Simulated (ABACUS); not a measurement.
Runs of ABACUS 3.10.1 on Rb. The structure is cubic, space group Im-3m (No. 229). Conventional cell: a = 5.605 Å, b = 5.605 Å, c = 5.605 Å, α = 90.00°, β = 90.00°, γ = 90.00°. 

```tsv
task	level	potentials or basis	cell	k mesh	cutoff (eV)	SCF threshold on the density	eigensolver	symmetry key	threshold of the eigensolver	path	mesh quality	gap on the mesh (eV)	pressure (GPa)	V0 of scaled cells (Å³/atom)	relaxed volume (Å³/atom)	B0 (GPa)
single point	LDA-PW92	GBRV ultrasoft 1.5 LDA, plane waves	as given	6 × 6 × 6	544	1e-08	dav	1	-	-	not flagged	none	-0.3	-	-	-
single point	PBE	PseudoDojo NC SR 0.4.1 PBE standard, DZP LCAO (the cutoffs set its grid)	as given	7 × 7 × 7	1361	1e-07	genelpa	1	-	-	not flagged	none	(a)	-	-	-
equation of state	PBE	PseudoDojo NC SR 0.4.1 PBE standard, plane waves	as given	7 × 7 × 7	639	1e-08	dav	1	-	-	not flagged	-	-	(c)	-	3
relaxation of cell and atoms	r2SCAN	SG15 ONCV 1.2 PBE, plane waves	relaxed	4 × 4 × 4	939	1e-08	dav	1	-	-	coarse	none	0.0	-	(b)	-
single point	r2SCAN	SG15 ONCV 1.2 PBE, plane waves	as given	4 × 4 × 4	939	1e-08	dav	1	-	-	coarse	none	0.3	-	-	-
single point	PBE	PseudoDojo NC SR 0.4.1 PBE standard, plane waves	as given	7 × 7 × 7	639	1e-08	dav	1	-	-	not flagged	none	0.1	-	-	-
relaxation of cell and atoms	PBE	SPMS ONCV 1.0 PBE, plane waves	relaxed	6 × 6 × 6	816	1e-08	dav	1	-	-	not flagged	none	0.0	-	91.08	-
equation of state	PBE	PseudoDojo NC SR 0.4.1 PBE standard, TZDP LCAO (the cutoffs set its grid)	as given	7 × 7 × 7	1361	1e-07	genelpa	1	-	-	not flagged	-	-	91.36	-	3
```

Alike in all rows: no spin polarisation; smearing fermi-dirac 0.05 eV.

Task: Fill in the values left out.

Result: (a) -0.2; (b) 95.15; (c) 90.91.

Caveats: some runs use coarse meshes; the atomic orbitals were generated for these runs and aren't a published set (some runs); the orbitals of K, Rb and Cs are too short, which can make volumes 7 to 10 % small (some runs); the basis of atomic orbitals isn't converged, which shifts pressures, moduli and gaps (some runs); the potentials were made for another functional, which shifts forces and pressure (some runs).

A k mesh can miss the band edges, and the runs leave out spin-orbit coupling on Rb.

A gap of «none» marks a metal or a gap under the smearing width.

Not every run made on this cell is shown here.
